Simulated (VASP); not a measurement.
# NaF (Villiaumite) (Fm-3m) in VASP: notebook, part 2 of 2

VASP 6.6.1. The steps go on from the part before.

## (3) Relaxation of the atoms, PBE (a relaxed cell with its volume scaled by 1.04)

Contents of INCAR:

```
SYSTEM = NaF
  PREC = Accurate
  ENCUT = 600
  EDIFF = 1E-7
  ISMEAR = 0
  SIGMA = 0.03
  LREAL = .False.
  LASPH = .True.
  NELM = 80
  ALGO = Fast
  ISIF = 2
  LWAVE = .False.
  LCHARG = .False.
  GGA = PE
  IBRION = 2
  NSW = 40
  EDIFFG = -0.01
```

Contents of KPOINTS:

```
Automatic mesh
0
Gamma
  10 10 10
  0 0 0
```

Contents of POSCAR:

```
NaF                                     
1.0
    0.0000000000      2.3777499785      2.3777499785
    2.3777499785      0.0000000000      2.3777499785
    2.3777499785      2.3777499785      0.0000000000
  Na              F             
     1     1
Direct
     0.0000000000000000    0.0000000000000000    0.0000000000000000
     0.5000000000000000    0.5000000000000000    0.5000000000000000
```

Potentials or basis: VASP PAW PBE potentials, release 64 (Na_pv, F).

Run with:

```sh
$ cat potpaw_PBE.64/Na_pv/POTCAR potpaw_PBE.64/F/POTCAR > POTCAR
$ mpirun -np 1 vasp_std > vasp.out
```

OUTCAR:

```text
SYSTEM = NaF
   PREC = Accurate
   ENCUT = 600
   EDIFF = 1E-7
   ISMEAR = 0
   LREAL = .False.
   LASPH = .True.
   NELM = 80
   ISIF = 2
   GGA = PE
   IBRION = 2
   NSW = 40
   EDIFFG = -0.01

 ion  position               nearest neighbor table
   1  0.000  0.000  0.000-
   2  0.500  0.500  0.500-

  LATTYP: Found a face centered cubic cell.
 ALAT       =     4.7554999570

  Lattice vectors:

 A1 = (   0.0000000000,   2.3777499785,   2.3777499785)
 A2 = (   2.3777499785,   0.0000000000,   2.3777499785)
 A3 = (   2.3777499785,   2.3777499785,   0.0000000000)

Analysis of symmetry for initial positions (statically):
=====================================================================
 Subroutine PRICEL returns:
 Original cell was already a primitive cell.

 Routine SETGRP: Setting up the symmetry group for a
 face centered cubic supercell.

 Subroutine GETGRP returns: Found 48 space group operations
 (whereof 48 operations were pure point group operations)
 out of a pool of 48 trial point group operations.

The static configuration has the point symmetry O_h .

Analysis of symmetry for dynamics (positions and initial velocities):
=====================================================================
 Subroutine PRICEL returns:
 Original cell was already a primitive cell.

 Routine SETGRP: Setting up the symmetry group for a
 face centered cubic supercell.

 Subroutine GETGRP returns: Found 48 space group operations
 (whereof 48 operations were pure point group operations)
 out of a pool of 48 trial point group operations.

The dynamic configuration has the point symmetry O_h .

 Subroutine INISYM returns: Found 48 space group operations
 (whereof 48 operations are pure point group operations),
[... 120 lines left out ...]
   LORBIT       =      0    0 simple, 1 ext, 2 COOP (PROOUT), +10 PAW based schemes
   GGA     = PE    functional components
   LHFCALC =     F    Hartree Fock is set to
   AEXX    =    0.0000 exact exchange contribution
   IVDW    =     0    specifies the selected vdW correction
   LEPSILON=     F    determine dielectric tensor
   LRPA    =     F    only Hartree local field effects (RPA)
 conjugate gradient relaxation of ions
 non-spin polarized calculation
 RMM-DIIS sequential band-by-band and
 Gauss-broadening in eV      SIGMA  =   0.03
  energy-cutoff  :      600.00
  volume of cell :       26.89
 maximum number of plane-waves:       934
   NGX = 13   NGY = 13   NGZ = 13

 number of electron      13.9999987 magnetization

 Free energy of the ion-electron system (eV)
  ---------------------------------------------------
  ext. energy  EPLUGINS =         0.00000000
  ---------------------------------------------------
  free energy    TOTEN  =        -8.56762783 eV

  energy without entropy =       -8.56762783  energy(sigma->0) =       -8.56762783

 E-fermi :  -2.1798     XC(G=0):  -8.7903

 val. band max:       -2.4036596462   @ k =   0.0000   0.0000   0.0000
 cond. band min:       3.4979608082   @ k =   0.0000   0.0000   0.0000
 fundamental gap:      5.9016204544
 Fermi energy:        -2.1797511964

 k-point     1 :       0.0000    0.0000    0.0000
  band No.  band energies     occupation
      1     -21.5882      2.00000
      2     -21.5882      2.00000
      3     -21.5882      2.00000
      4     -21.4557      2.00000
      5      -2.4037      2.00000
      6      -2.4037      2.00000
      7      -2.4037      2.00000
      8       3.4980      0.00000
      9      16.0183      0.00000
     10      16.0183      0.00000
     11      16.0183      0.00000
[... 309 lines left out ...]
 k-point    24 :       0.4000    0.3000    0.0000
  band No.  band energies     occupation
      1     -21.8820      2.00000
      2     -21.6245      2.00000
      3     -21.6187      2.00000
      4     -21.0589      2.00000
      5      -3.4631      2.00000
      6      -2.7487      2.00000
      7      -2.6989      2.00000
      8       7.5829      0.00000
      9      11.1091      0.00000
     10      13.5337      0.00000
     11      16.3071      0.00000

 [... further k-points ...]

------------------------ aborting loop because EDIFF is reached ----------------------------------------

  FORCE on cell =-STRESS in cart. coord.  units (eV):
  Direction    XX          YY          ZZ          XY          YZ          ZX
  --------------------------------------------------------------------------------------
  -------------------------------------------------------------------------------------
  Total       -0.2795856     -0.2795856     -0.2795856     -0.0000000      0.0000000      0.0000000
  in kB      -16.6608387    -16.6608387    -16.6608387     -0.0000000      0.0000000      0.0000000
  external PRESSURE =     -16.6608387 kB  Pullay stress =       0.0000000 kB

 VOLUME and BASIS-vectors are now :
 -----------------------------------------------------------------------------
  energy-cutoff  :      600.00
  volume of cell :       26.89
      direct lattice vectors                 reciprocal lattice vectors
     0.000000000  2.377749978  2.377749978    -0.210282832  0.210282832  0.210282832
     2.377749978  0.000000000  2.377749978     0.210282832 -0.210282832  0.210282832
     2.377749978  2.377749978  0.000000000     0.210282832  0.210282832 -0.210282832

 POSITION                                       TOTAL-FORCE (eV/Angst)
 -----------------------------------------------------------------------------------
      0.00000      0.00000      0.00000         0.000000      0.000000      0.000000
      2.37775      2.37775      2.37775        -0.000000     -0.000000      0.000000
 -----------------------------------------------------------------------------------
    total drift:                                0.000000      0.000000      0.000000

  FREE ENERGIE OF THE ION-ELECTRON SYSTEM (eV)
  ---------------------------------------------------
  free  energy   TOTEN  =        -8.5676278277 eV

  energy  without entropy=       -8.5676278277  energy(sigma->0) =       -8.56762783

 reached required accuracy - stopping structural energy minimisation
```

OSZICAR:

```text
N       E                     dE             d eps       ncg     rms          rms(c)
DAV:   1     0.121621031688E+03    0.12162E+03   -0.88413E+03  1049   0.165E+03
DAV:   2    -0.207860576481E+01   -0.12370E+03   -0.11543E+03  1147   0.392E+02
DAV:   3    -0.938970859369E+01   -0.73111E+01   -0.72894E+01  1208   0.945E+01
DAV:   4    -0.947858931540E+01   -0.88881E-01   -0.88860E-01  1121   0.110E+01
DAV:   5    -0.947961966037E+01   -0.10303E-02   -0.10303E-02  1181   0.122E+00    0.542E+00
RMM:   6    -0.857023631550E+01    0.90938E+00   -0.24450E+00  1048   0.122E+01    0.164E+00
RMM:   7    -0.856614667293E+01    0.40896E-02   -0.10645E-01  1109   0.334E+00    0.118E+00
RMM:   8    -0.856939631017E+01   -0.32496E-02   -0.43481E-02  1073   0.260E+00    0.354E-01
RMM:   9    -0.856749794087E+01    0.18984E-02   -0.60426E-03  1136   0.936E-01    0.201E-01
RMM:  10    -0.856737938240E+01    0.11856E-03   -0.17204E-03  1143   0.424E-01    0.133E-01
RMM:  11    -0.856778258753E+01   -0.40321E-03   -0.94319E-04  1072   0.365E-01    0.854E-02
RMM:  12    -0.856764831398E+01    0.13427E-03   -0.15233E-03  1100   0.329E-01    0.322E-02
RMM:  13    -0.856765053711E+01   -0.22231E-05   -0.11961E-04  1165   0.144E-01    0.322E-02
RMM:  14    -0.856762795212E+01    0.22585E-04   -0.46032E-05  1054   0.645E-02    0.268E-03
RMM:  15    -0.856762791030E+01    0.41817E-07   -0.30917E-06  1162   0.257E-02    0.224E-03
RMM:  16    -0.856762773737E+01    0.17293E-06   -0.15140E-06   977   0.140E-02    0.184E-03
RMM:  17    -0.856762782769E+01   -0.90319E-07   -0.25428E-07   828   0.641E-03
   1 F= -.85676278E+01 E0= -.85676278E+01  d E =-.856763E+01
```

It took 16 s on 1 thread of AMD EPYC 9R45 (Zen 5), shared host; peak memory 0.12 GiB.

Results:

```
Free energy             : -8.5676 eV
Pressure after relaxing : -1.7 GPa
Band gap on the k mesh  : 5.90 eV, direct
```

Final structure:
```
Na F
1.0
     0.00000    2.37775    2.37775
     2.37775    0.00000    2.37775
     2.37775    2.37775    0.00000
Na F
1 1
Direct
  0.00000 0.00000 0.00000
  0.50000 0.50000 0.50000
```

Caveat: the relaxation stopped at its first step, so nothing moved.

## (4) Relaxation of the atoms, PBE (a relaxed cell with its volume scaled by 1.06)

INCAR is that of step 3.

KPOINTS is that of step 3.

Contents of POSCAR:

```
NaF                                     
1.0
    0.0000000000      2.3928952911      2.3928952911
    2.3928952911      0.0000000000      2.3928952911
    2.3928952911      2.3928952911      0.0000000000
  Na              F             
     1     1
Direct
     0.0000000000000000    0.0000000000000000    0.0000000000000000
     0.5000000000000000    0.5000000000000000    0.5000000000000000
```

Run with:

```sh
$ cat potpaw_PBE.64/Na_pv/POTCAR potpaw_PBE.64/F/POTCAR > POTCAR
$ mpirun -np 1 vasp_std > vasp.out
```

Wall time 15 s (1 thread of AMD EPYC 9R45 (Zen 5), shared host); peak memory 0.12 GiB.

The run converged. Its results:

* Free energy: -8.5621 eV
* Pressure after relaxing: -2.3 GPa
* Band gap on the k mesh: 5.81 eV, direct

Final structure:
```xyz
2
Lattice="0.0000 2.3929 2.3929 2.3929 0.0000 2.3929 2.3929 2.3929 0.0000" Properties=species:S:1:pos:R:3 pbc="T T T"
Na    0.0000    0.0000    0.0000
F     2.3929    2.3929    2.3929
```

Levels at points of the mesh, in eV from the valence-band top:
```csv
k point,band 3,band 4,band 5,band 6,band 7,band 8,band 9,band 10,band 11
"(0.00, 0.00, 0.00)",-19.24,-19.02,0.00,0.00,0.00,5.81,18.29,18.29,18.29
"(0.50, 0.00, 0.00)",-19.25,-18.39,-1.39,-0.21,-0.21,10.20,11.66,19.08,19.08
"(0.50, 0.50, 0.00)",-19.28,-18.83,-1.13,-0.36,-0.36,12.38,12.68,12.97,18.56
```

Caveat: the relaxation stopped at its first step, so nothing moved.

## (5) Summary

| cell | gap on the mesh (eV) | pressure (GPa) |
| --- | --- | --- |
| atoms relaxed from: a relaxed cell with its volume scaled by 1.02 | 6.00 | -0.9 |
| atoms relaxed from: a relaxed cell with its volume scaled by 1.04 | 5.90 | -1.7 |
| atoms relaxed from: a relaxed cell with its volume scaled by 1.06 | 5.81 | -2.3 |

Alike in all rows: task relaxation of the atoms; level PBE; potentials or basis VASP PAW PBE potentials, release 64 (Na_pv, F); no spin polarisation; k mesh 10 × 10 × 10; cutoff (eV) 600; smearing gaussian 0.03 eV.

Caveats: the relaxation stopped at its first step, so nothing moved.

Absolute energies hang on the potentials; compare differences alone.
